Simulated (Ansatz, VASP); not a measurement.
KBr in VASP and in Ansatz

Contents of POSCAR:

```
KBr
1.0
    0.0000000000      3.0291000000      3.5559000000
    3.0291000000      0.0000000000      3.5559000000
    3.0291000000      3.0291000000      0.0000000000
K Br
1 1
Direct
    0.0000000000      0.0000000000      0.0000000000
    0.5000000000      0.5000000000      0.5000000000
```

INCAR.step1

```
  PREC = Accurate
  ENCUT = 520
  ISMEAR = 0
  SIGMA = 0.05
  LREAL = False
  LASPH = True
  NELM = 80
  NBANDS = 15
  GGA = PE
  ALGO = Normal
  EDIFF = 1E-4
  LWAVE = True
  LCHARG = False
```

The input INCAR.step2:

```
  PREC = Accurate
  ENCUT = 520
  EDIFF = 1E-6
  ISMEAR = 0
  SIGMA = 0.05
  LREAL = False
  LASPH = True
  NELM = 80
  ALGO = Normal
  ISIF = 2
  LWAVE = False
  LCHARG = False
  METAGGA = R2SCAN
  LMIXTAU = True
  NBANDS = 15
  ISTART = 1
```

File KPOINTS:

```
regular mesh
0
Gamma
  6 6 6
```

Input for Ansatz:

```yaml
crystal:
  lattice:
    - [0.0, 3.0291, 3.5559]
    - [3.0291, 0.0, 3.5559]
    - [3.0291, 3.0291, 0.0]
  atoms:
    - { symbol: K, position: [0.0, 0.0, 0.0] }
    - { symbol: Br, position: [0.5, 0.5, 0.5] }
basis:
  ecutwfc: 500
kpoints:
  mp_grid: { grid: [6, 6, 6] }
hamiltonian:
  xc: r2scan
scf:
  occupations: { method: gaussian, width: 0.05 }
output:
  forces: true
  stress: true
  eigenvalues: true
  write_density: true
  write_potential: true
  elf: true
  volumetric_format: npy
```

Change from the starting cell: strain -0.080 along x and y, +0.080 along z, atoms carried along.

Alike in both runs: task single point; functional r2SCAN; k mesh 6 × 6 × 6; occupations gaussian, width 0.05 eV; no spin polarisation.

|  | VASP | Ansatz |
| --- | --- | --- |
| version | VASP 6.6.1 | Ansatz 0.2.0 |
| potentials or method | VASP PAW PBE potentials, release 64 (K_sv, Br) | scalar-relativistic, plane waves, PAW |
| plane-wave cutoff (eV) | 520 | 500 |
| valence electrons in the cell | 16 | 16 |

VASP gave:

| Item | Value |
| --- | --- |
| gap on the k mesh at the Fermi level (eV) | 5.17 |
| least direct gap on the mesh (eV) | 5.17 |
| pressure (GPa) | 3.7 |
| largest component of the traceless stress (GPa) | 4.99 |

Task: Estimate Ansatz's values.

Result: gap on the k mesh at the Fermi level (eV): 5.17; least direct gap on the mesh (eV): 5.17; pressure (GPa): 3.6; largest component of the traceless stress (GPa): 4.93.

Caveats: the PAW data sets were made with another functional, which shifts forces and pressure a little (VASP).
